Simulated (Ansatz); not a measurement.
# Ga (sc type) under strong compression

```
CELL_PARAMETERS angstrom
2.71956 0.00000 0.00000
0.00000 2.71956 0.00000
0.00000 0.00000 2.71956
ATOMIC_POSITIONS crystal
Ga 0.00000 0.00000 0.00000
```

The cell comes from a relaxation on PAW files under the same functional, begun from a prototype that needn't be the stable phase.

Its volume is scaled at fixed shape and fractional positions.

Computed with Ansatz 0.2.0; functional PBE, scalar-relativistic. Settings: a Γ-centred 14×14×14 k mesh, Fermi–Dirac smearing of 0.05 eV, no spin polarisation. Methods: LAPW: all electrons, basis error target 1 meV/atom; PAW: frozen-core files, cutoff 420 eV; crystal datasets: all electrons, by PAW datasets that the program makes for each cell; norm-conserving: pseudopotentials, cutoff 1088 eV; PAW (partial waves polarizable): frozen-core files, cutoff 420 eV.

Energies are extrapolated to zero smearing and count from the unscaled cell; pressure is positive in compression; gaps take the mesh and a band path. No temperature or zero-point motion is included.

```tsv
V/V0	V (Å³/atom)	P LAPW (GPa)	ΔE LAPW (eV/atom)	P PAW − LAPW (GPa)	ΔE PAW − LAPW (meV/atom)
1.00	20.11	0.03	0.000	-0.02	0.0
0.88	17.70	7.97	0.052	-0.03	-0.4
0.78	15.69	?	?	?	?
0.68	13.68	46.3	0.635	-0.09	-1.6
0.58	11.67	96.6	1.495	-0.12	-3.0
0.50	10.06	174.8	2.817	-0.13	-4.3
0.43	8.65	303.1	4.859	-0.26	-5.8
```

Q: Fit the Vinet equation to the LAPW pressures shown (residuals weighted by 1/(|P| + 0.03·Pmax)), and predict the pressure of the withheld row.

A: The fit gives V0 = 20.14 Å³/atom, B0 = 42.8 GPa and B0′ = 5.60. At 15.69 Å³/atom, x = (V/V0)^(1/3) = 0.9201, and P = 3·B0·(1 − x)/x²·exp[1.5·(B0′ − 1)·(1 − x)] = 21.0 GPa. The run itself gave 21.4 GPa (-1.7 % off) and ΔE = 0.227 eV/atom.

Q: From the table, what is the rise of the enthalpy H = E + pV up to the last row, and how stiff is the crystal between the last two rows?

A: ΔH = 4.859 eV + (303.1 GPa × 8.65 Å³ − 0.03 GPa × 20.11 Å³) × 0.006242 eV/(GPa·Å³) = 21.21 eV/atom, of which pV makes 77 %. The mean bulk modulus there is −ΔP/Δln V = 850 GPa.

Q: At the smallest volume, how far do crystal datasets and norm-conserving and PAW (partial waves polarizable) lie from LAPW in pressure?

A: crystal datasets: 0.00 GPa; norm-conserving: +2.71 GPa; PAW (partial waves polarizable): -0.27 GPa, on a LAPW pressure of 303.1 GPa.

Q: How do the Löwdin populations by LAPW change from the unscaled cell to the last row?

A: Ga 3s 1.98 → 1.94, Ga 4s 1.20 → 0.84, Ga 4p 1.82 → 2.28, Ga 3d 9.99 → 9.95 electrons an atom. These are projections on the shells that the free atoms fill; 0.01 e a cell lies outside them at the start and 0.02 e at the end.
